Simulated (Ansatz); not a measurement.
Runs of Ansatz 0.2.0 on TiSi2. Symmetry: Fddd, No. 70, orthorhombic system. Conventional cell: a = 4.779 Å, b = 8.235 Å, c = 8.526 Å, α = 90.00°, β = 90.00°, γ = 90.00°. Around Ti (site symmetry 222) lie 10 Si at 2.55 to 2.78 Å. Around Si (site symmetry 2) lie 5 Si at 2.52 to 2.79 Å and 5 Ti at 2.55 to 2.78 Å. The cell is a database's computed one.

```csv
level,U,cell,target pressure (GPa),hubbard projectors,double counting,gap on the mesh (eV),pressure (GPa),relaxed volume (Å³/atom)
LDA,-,relaxed,-,-,-,none,0.0,13.49
LDA,-,relaxed to 5 GPa,5,-,-,none,5.0,-
LDA,-,relaxed to 2 GPa,2,-,-,none,2.0,-
PBEsol+U,Ti d U = 8 eV,relaxed,-,ortho-atomic (the default),fll (the default),none,0.0,15.50
PBEsol+U,Ti d U = 5 eV,relaxed,-,ortho-atomic (the default),fll (the default),none,0.0,14.23
PBEsol+U,Ti d U = 6 eV,relaxed,-,ortho-atomic (the default),fll (the default),none,0.0,(a)
```

Alike in all rows: task relaxation of cell and atoms; potentials or basis Ansatz PAW; no spin polarisation; k mesh 5 × 5 × 5; cutoff (eV) 420; smearing fermi-dirac 0.05 eV.

Problem. Estimate the missing entries.

Solution. (a) 14.39.

Caveats: the plane-wave basis is chosen anew once the cell has moved, so the energies of steps on either side of that aren't comparable; the PAW data sets come from PBE, with cores solved anew for the run's functional, which leaves a small shift of forces and pressure; U without spin polarisation on a metal has little footing (some runs); the U is typed as a test and isn't derived for this compound (some runs).

A gap of «none» marks a metal or a gap under the smearing width.
